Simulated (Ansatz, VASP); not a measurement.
## KMgF3: VASP beside Ansatz

```
K Mg F
1.0
     4.00600    0.00000    0.00000
     0.00000    4.00600    0.00000
     0.00000    0.00000    4.00600
K Mg F
1 1 3
Cartesian
  2.0030 2.0030 2.0030
  0.0000 0.0000 0.0000
  2.0030 0.0000 0.0000
  0.0000 2.0030 0.0000
  0.0000 0.0000 2.0030
```

Alike in both runs: task relaxation of cell and atoms; functional PBEsol; k mesh 6 × 6 × 6; no spin polarisation.

|  | VASP | Ansatz |
| --- | --- | --- |
| version | VASP 6.6.1 | Ansatz 0.2.0 |
| potentials or method | VASP PAW PBE potentials, release 64 (K_sv, Mg, F) | scalar-relativistic, plane waves, PAW |
| plane-wave cutoff (eV) | 600 | 560 |
| occupations | gaussian, width 0.01 eV | fixed |
| valence electrons in the cell | 32 | 40 |

```tsv
	VASP	Ansatz	Ansatz less VASP
gap on the k mesh at the Fermi level, each at its own relaxed structure (eV)	7.14	7.11	-0.029
relaxed volume (Å³/atom)	12.63	12.72	+0.083
relaxed cell length with the largest relative difference (Å)	3.983	3.991	+0.0087
```

The two sets of potentials don't hold the same shells in valence.

Caveats: the PAW data sets were made with another functional, which shifts forces and pressure a little (VASP). PBEsol gaps usually lie below the measured ones, often by a third to a half. A k mesh can miss the band edges.
